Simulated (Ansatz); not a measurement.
# Equation of state of boron, simple cubic

The calculation used Ansatz, DFT, PBE, plane waves (420 eV) with PAW, scalar-relativistic.

The cell is scaled uniformly from the relaxed one, with fractional coordinates and shape fixed. Energies are extrapolated to zero smearing, pressures are those at the given smearing. Magnetic state: spin not included.

```json
{"V (Å³/atom)": "5.884", "E − E₀ (meV/atom)": "86.5", "P (GPa)": "38.06"}
{"V (Å³/atom)": "6.152", "E − E₀ (meV/atom)": "36.1", "P (GPa)": "23.03"}
{"V (Å³/atom)": "6.419", "E − E₀ (meV/atom)": "8.6", "P (GPa)": "10.59"}
{"V (Å³/atom)": "6.687", "E − E₀ (meV/atom)": "0.0", "P (GPa)": "0.24"}
{"V (Å³/atom)": "6.954", "E − E₀ (meV/atom)": "7.2", "P (GPa)": "-8.35"}
{"V (Å³/atom)": "7.222", "E − E₀ (meV/atom)": "27.4", "P (GPa)": "-15.47"}
{"V (Å³/atom)": "7.489", "E − E₀ (meV/atom)": "58.5", "P (GPa)": "-21.38"}
```

**Question.** Fit a third-order Birch-Murnaghan equation.

**Answer.** V₀ = 6.69 Å³/atom, B₀ = 234 GPa, B₀′ = 3.6.
